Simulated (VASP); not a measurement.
Wanted: the native input for a VASP 6.6.1 run.

```
Task                   : relaxation of cell and atoms
Functional             : vdW-DF2
Potentials or basis    : VASP PAW PBE potentials, release 64 (Al, O)
Cutoff                 : 600 eV
k mesh                 : 7 × 7 × 7
Occupations            : fermi-dirac, width 0.05 eV
Spin                   : no spin polarisation
Further INCAR settings : ALGO = Normal; EDIFF = 1e-07; IBRION = 2; EDIFFG = -0.01; NSW = 60; ISIF = 3
```

The structure of Al2O3 (Corundum) lies in POSCAR:

```
Al2O3
1.0
    2.3802500000      1.3742379782      4.3318666667
   -2.3802500000      1.3742379782      4.3318666667
    0.0000000000     -2.7484759565      4.3318666667
Al O
4 6
Direct
    0.8521600000      0.8521600000      0.8521600000
    0.6478400000      0.6478400000      0.6478400000
    0.1478400000      0.1478400000      0.1478400000
    0.3521600000      0.3521600000      0.3521600000
    0.0566800000      0.7500000000      0.4433200000
    0.7500000000      0.4433200000      0.0566800000
    0.4433200000      0.0566800000      0.7500000000
    0.9433200000      0.2500000000      0.5566800000
    0.2500000000      0.5566800000      0.9433200000
    0.5566800000      0.9433200000      0.2500000000
```

The input as run:

INCAR

```
AGGAC    = 0.0          
ALGO     = Normal         # electronic algorithm
EDIFF    = 1E-7           # SCF threshold, eV
EDIFFG   = -0.01          # ionic threshold
ENCUT    = 600            # plane-wave cutoff, eV
GGA      = ML             # functional
IBRION   = 2              # ionic algorithm
ISIF     = 3              # what is computed and relaxed
ISMEAR   = -1             # smearing method
LASPH    = True           # aspherical terms in the spheres
LCHARG   = False          # write CHGCAR
LREAL    = False          # projectors in reciprocal space
LUSE_VDW = True         
LWAVE    = False          # write WAVECAR
NELM     = 60             # most SCF steps
NSW      = 60             # ionic steps
PREC     = Accurate       # precision mode
SIGMA    = 0.05           # smearing width, eV
ZAB_VDW  = -1.8867
```

KPOINTS

```
k-points
0
Gamma
  7 7 7
```

Potentials or basis: VASP PAW PBE potentials, release 64 (Al, O).

The run is started by

```console
$ cat potpaw_PBE.64/Al/POTCAR potpaw_PBE.64/O/POTCAR > POTCAR
$ mpirun -np 1 vasp_std > vasp.out
```

Results of the run:

```json
{"Relaxed volume": "9.01 Å³/atom", "Relaxed cell": "a = 5.228 Å, b = 5.228 Å, c = 5.228 Å, α = 55.33°, β = 55.33°, γ = 55.33°", "Space group after relaxing (to 0.05 Å)": "R-3c (No. 167)", "Energy gained by relaxing": "21.5 meV/atom", "Ionic steps": "9", "Pressure after relaxing": "0.0 GPa", "Band gap on the k mesh": "5.75 eV, direct"}
```

Caveat: the PAW data sets were made with another functional, which shifts forces and pressure a little; an odd mesh through Γ misses points on the zone boundary, where band edges often lie.

It took 15 min on 1 thread of Intel(R) Xeon(R) 6975P-C (Granite Rapids) (shared host), peak memory 0.7 GiB.
